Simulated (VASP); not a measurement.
Write the native input for VASP 6.6.1 that does the following.

- Task: relaxation of cell and atoms
- Functional: PBE
- Potentials or basis: VASP PAW PBE potentials, release 64 (W_sv)
- Cutoff: 520 eV
- k mesh: 18 × 18 × 18
- Occupations: gaussian, width 0.1 eV
- Spin: collinear spin, ferromagnetic start
- Starting moments: [1] μB
- Further INCAR settings: ALGO = Normal; EDIFF = 1e-07; IBRION = 2; EDIFFG = -0.002; NSW = 80; ISIF = 3

The structure of W lies in POSCAR:

```
W
1.0
   -1.5823450000      1.5823450000      1.5823450000
    1.5823450000     -1.5823450000      1.5823450000
    1.5823450000      1.5823450000     -1.5823450000
W
1
Direct
    0.0000000000      0.0000000000      0.0000000000
```

These files were run (other wordings do the same):

INCAR

```
SYSTEM = W
PREC     = Accurate       ! precision mode
ENCUT    = 520            ! plane-wave cutoff, eV
EDIFF    = 1E-7           ! SCF threshold, eV
ISMEAR   = 0              ! smearing method
SIGMA    = 0.1            ! smearing width, eV
LREAL    = .FALSE.        ! projectors in reciprocal space
LASPH    = .TRUE.         ! aspherical terms in the spheres
NELM     = 100            ! most SCF steps
ALGO     = Normal         ! electronic algorithm
ISIF     = 3              ! what is computed and relaxed
LWAVE    = .FALSE.        ! write WAVECAR
LCHARG   = .FALSE.        ! write CHGCAR
ISPIN    = 2              ! spin polarisation
MAGMOM   = 1              ! initial moments
LORBIT   = 11             ! projections on sites
LMAXMIX  = 4              ! l up to which the mixer works
GGA      = PE             ! functional
IBRION   = 2              ! ionic algorithm
NSW      = 80             ! ionic steps
EDIFFG   = -0.002         ! ionic threshold
```

KPOINTS

```
Automatic mesh
0
G
  18 18 18
  0 0 0
```

Potentials or basis: VASP PAW PBE potentials, release 64 (W_sv).

Command:

```bash
$ cat potpaw_PBE.64/W_sv/POTCAR > POTCAR
$ mpirun -np 1 vasp_std > vasp.out
```

Results of the run:

```
Relaxed volume                                        : 16.16 Å³/atom
Relaxed cell                                          : a = 2.759 Å, b = 2.759 Å, c = 2.759 Å, α = 109.47°, β = 109.47°, γ = 109.47°
Space group after relaxing (to 0.05 Å)                : Im-3m (No. 229)
Energy gained by relaxing                             : 5.9 meV/atom
Ionic steps                                           : 4
Pressure after relaxing                               : 0.0 GPa
Band gap on the k mesh                                : none (metal or under the smearing width)
Net moment                                            : 0.00 μB per cell
Valence electrons inside the program's atomic spheres : W 12.05
```

Wall time 84 s on 1 thread of Intel(R) Xeon(R) Platinum 8488C (Sapphire Rapids) (shared host), peak memory 0.19 GiB.
